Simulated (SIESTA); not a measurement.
CdTe:

```xyz
2
Lattice="0.0000 3.2050 3.2050 3.2050 0.0000 3.2050 3.2050 3.2050 0.0000" Properties=species:S:1:pos:R:3 pbc="T T T"
Te    4.8075    4.8075    4.8075
Cd    0.0000    0.0000    0.0000
```

| Quantity | Value |
| --- | --- |
| Program | SIESTA 5.4.2 |
| Task | relaxation of cell and atoms |
| Functional | PBE |
| Potentials or basis | PseudoDojo 0.4 standard (PBE files) |
| Basis | TZDP (energy shift 0.002 Ry) |
| Grid cutoff | 800 Ry |
| Energy shift | 0.002 Ry |
| k mesh | 7 × 7 × 7 |
| Occupations | fermi-dirac, width 0.05 eV |
| Spin | no spin polarisation |

At the start: pressure 4.7 GPa; volume 32.92 Å³/atom.

**Question.** How do energy, volume and symmetry change on relaxing?

**Answer.** Over 5 steps the energy falls by 44.9 meV/atom and the volume is 36.39 Å³/atom (+10.5 %); space group F-43m (No. 216, to 0.05 Å).

The path:
```tsv
step	energy change (eV)	largest force (eV/Å)	pressure (GPa)	volume (Å³)
1	0.0000	0.0000	4.67	65.84
2	-0.0538	0.0004	2.81	68.15
3	-0.0887	0.0006	0.42	71.95
4	-0.0705	0.0006	-1.59	76.23
5	-0.0897	0.0008	-0.04	72.79
```

Final structure:
```xyz
2
Lattice="0.0002 3.3140 3.3140 3.3140 0.0002 3.3140 3.3140 3.3140 0.0002" Properties=species:S:1:pos:R:3 pbc="T T T"
Te    4.9711    4.9711    4.9711
Cd    0.0000    0.0000    0.0000
```

Caveat: semicore shells carry a single zeta, which can move pressures by several GPa and volumes by a few percent; the volume moved by +11 % from the deposited cell, more than functionals usually miss; the basis of atomic orbitals isn't converged, which shifts pressures, moduli and gaps.
